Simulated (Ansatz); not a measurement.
Seebeck coefficient (μV/K, mean over directions) of p-type AlSb (F-43m) against carrier density, r2SCAN with spin-orbit coupling, rigid bands run with Ansatz (a first-principles code). Computed gap 1.30 eV; densities at which minority carriers matter at this gap, or further valleys turn the trend, are left out. Conductivity mass 0.39 mₑ (harmonic mean over directions), N_v = 1.3e19 cm⁻³ at 300 K.

| hole density | 300 K | 500 K |
|---|---|---|
| 1e16 cm⁻³ | [?] | 903 |
| 1e17 cm⁻³ | 631 | 705 |
| 1e18 cm⁻³ | 433 | 507 |
| 3e18 cm⁻³ | [?] | 413 |
| 1e19 cm⁻³ | 241 | 312 |
| 3e19 cm⁻³ | 160 | 224 |
| 1e20 cm⁻³ | 90 | 141 |
| 3e20 cm⁻³ | 53 | 87 |
| 1e21 cm⁻³ | 31 | [?] |

What belongs in the gaps?


- 1e16 cm⁻³, 300 K: 830
- 3e18 cm⁻³, 300 K: 340
- 1e21 cm⁻³, 500 K: 52

Rigid bands with a gap fixed in temperature, one relaxation time for all states, no polarons or phonon drag, and whether or not such doping can be reached.
